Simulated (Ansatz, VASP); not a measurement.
**Be in VASP and in Ansatz**

Contents of INCAR:

```
PREC = Accurate
ENCUT = 600
EDIFF = 1E-6
ISMEAR = -1
SIGMA = 0.1
LREAL = F
LASPH = T
NELM = 80
ALGO = Normal
ISIF = 3
LWAVE = F
LCHARG = F
GGA = CA
IBRION = 2
NSW = 80
EDIFFG = -0.01
```

KPOINTS

```
regular mesh
0
Gamma
  17 17 17
```

Contents of POSCAR:

```
Be
1.0
   -1.2658080948      1.2658080948      1.2658080948
    1.2658080948     -1.2658080948      1.2658080948
    1.2658080948      1.2658080948     -1.2658080948
Be
1
Direct
    0.0000000000      0.0000000000      0.0000000000
```

Input for Ansatz:

```yaml
crystal:
  lattice:
    - [-1.2658080948, 1.2658080948, 1.2658080948]
    - [1.2658080948, -1.2658080948, 1.2658080948]
    - [1.2658080948, 1.2658080948, -1.2658080948]
  atoms:
    - { symbol: Be, position: [0.0, 0.0, 0.0] }
hamiltonian:
  xc: lda
  pseudopotentials:
    kind: paw
    azcp:
      Be: "pseudopotentials/Be.paw.azcp"
basis:
  ecutwfc: 420
  fft_grid_basis: typed
kpoints:
  mp_grid: { grid: [17, 17, 17], shift: [0, 0, 0] }
magnetization:
  spin_polarized: false
scf:
  occupations: { method: fermi_dirac, width: 0.1 }
relax:
  max_steps: 60
  f_tol: 0.01
  cell: {}
output:
  write_density: true
  write_potential: true
  elf: true
  volumetric_format: npy
```

The cell was built by a generator and needn't be a form met in nature.

Alike in both runs: task relaxation of cell and atoms; functional LDA; k mesh 17 × 17 × 17; occupations fermi-dirac, width 0.1 eV; no spin polarisation.

|  | VASP | Ansatz |
| --- | --- | --- |
| version | VASP 6.6.1 | Ansatz 0.2.0 |
| potentials or method | VASP PAW LDA potentials, release 64 (Be) | plane waves (420 eV) with PAW, scalar-relativistic |
| plane-wave cutoff (eV) | 600 | 420 |
| valence electrons in the cell | 2 | 2 |

|  | VASP | Ansatz | Ansatz less VASP |
| --- | --- | --- | --- |
| relaxed volume (Å³/atom) | 7.49 | 7.47 | -0.027 |
| relaxed cell length with the largest relative difference (Å) | 2.135 | 2.133 | -0.0026 |
| energy change over the relaxation (meV/atom) | -19 | -21 | -1.6 |

Ansatz warned: «pseudo_functional_mismatch».
